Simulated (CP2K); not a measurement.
## As in CP2K: the effect of functional

Crystal: As.

```
As
1.0
     2.99871    0.00000    0.00000
    -0.15836    2.59337    0.00000
     0.58808    0.54155    2.45549
As
1
Direct
  0.50000 0.50000 0.50000
```

Alike in all runs:

| Item | Value |
| --- | --- |
| Program | CP2K 2026.2 |
| Potentials or basis | POTENTIAL_UZH As GTH-PBE-q5; TZVP-MOLOPT-PBE-GTH basis |
| Density cutoff | 9184 eV |
| k mesh | 9 × 10 × 11 |
| Occupations | fermi-dirac, width 0.05 eV |
| Spin | no spin polarisation |

| functional | pressure (GPa) |
| --- | --- |
| PBE | 8.3 |
| LDA | 6.6 |
| PBEsol | 6.3 |
| OLYP | 5.9 |
| revPBE | 8.8 |
| BLYP | ? |
| r2SCAN | 8.3 |

Q: What does the run with functional BLYP give?

A: Pressure 15.0 GPa.

Caveats: the basis of atomic orbitals isn't converged, which shifts pressures, moduli and gaps; the potentials were made for another functional, which shifts forces and pressure (some runs).
